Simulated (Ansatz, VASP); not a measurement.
**One calculation of Ge, two programs**

INCAR

```
SYSTEM = Ge
ALGO     = Normal         ! electronic algorithm
EDIFF    = 1E-7           ! SCF threshold, eV
ENCUT    = 520            ! plane-wave cutoff, eV
GGA      = PE             ! functional
ISIF     = 2              ! what is computed and relaxed
ISMEAR   = 0              ! smearing method
LASPH    = .TRUE.         ! aspherical terms in the spheres
LCHARG   = .FALSE.        ! write CHGCAR
LREAL    = .FALSE.        ! projectors in reciprocal space
LWAVE    = .FALSE.        ! write WAVECAR
NBANDS   = 13             ! bands
NELM     = 60             ! most SCF steps
PREC     = Accurate       ! precision mode
SIGMA    = 0.018000000000000002 ! smearing width, eV
```

File KPOINTS:

```
k-points
0
G
  11 11 10
  0 0 0
```

The input POSCAR:

```
Ge
1.0
    1.3971490000     -2.6005160000      0.0000000000
    1.3971490000      2.6005160000      0.0000000000
    0.0000000000      0.0000000000      2.6982310000
Ge
1
Direct
    0.5000000000      0.5000000000      0.0000000000
```

File input.yaml:

```yaml
crystal:
  lattice:
    - [1.397149, -2.600516, 0.0]
    - [1.397149, 2.600516, 0.0]
    - [0.0, 0.0, 2.698231]
  atoms:
    - { symbol: Ge, position: [0.5, 0.5, 0.0] }
hamiltonian:
  xc: pbe
  pseudopotentials: { kind: paw }
kpoints:
  mp_grid: { grid: [11, 11, 10] }
scf:
  occupations: { method: gaussian, width: 0.018 }
output:
  forces: true
  stress: true
  eigenvalues: true
```

This isn't the form of Ge at room conditions, which is diamond.

Alike in both runs: task single point; functional PBE; k mesh 11 × 11 × 10; occupations gaussian, width 0.018 eV; no spin polarisation.

```csv
,VASP,Ansatz
version,VASP 6.6.1,Ansatz 0.2.0
potentials or method,"VASP PAW PBE potentials, release 64 (Ge_d)",Ansatz PAW
plane-wave cutoff (eV),520,420
valence electrons in the cell,14,14
```

Ansatz gave:

* gap on the k mesh at the Fermi level (eV): none
* pressure (GPa): -0.7
* largest component of the traceless stress (GPa): 2.17

Q: Estimate VASP's values.

A: gap on the k mesh at the Fermi level (eV): none; pressure (GPa): -0.6; largest component of the traceless stress (GPa): 2.18.

A gap of «none» marks a metal or a gap that the smearing closes.
